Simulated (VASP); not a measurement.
C:

```
C
1.0
     0.00000    1.78337    1.78337
     1.78337    0.00000    1.78337
     1.78337    1.78337    0.00000
C
2
Cartesian
  2.6751 2.6751 2.6751
  1.7834 1.7834 1.7834
```

This isn't the form of C at room conditions, which is graphite.

A sound run:

| Property | Result |
| --- | --- |
| Program | VASP 6.6.1 |
| Task | dielectric tensor |
| Functional | LDA |
| Potentials or basis | VASP PAW LDA potentials, release 64 (C) |
| Cutoff | 800 eV |
| k mesh | 12 × 12 × 12 |
| Occupations | gaussian, width 0.01 eV |
| Spin | no spin polarisation |

It gives band gap on the k mesh 4.12 eV, indirect (least direct gap 5.54 eV).

Question: What do these careless settings give instead: cutoff 460 eV in place of 800 eV; k mesh 8 × 8 × 8 in place of 12 × 12 × 12?

Answer: Band gap on the k mesh 4.10 eV, indirect (least direct gap 5.55 eV). The run converged, but these numbers show the error of the settings and aren't properties of the crystal.
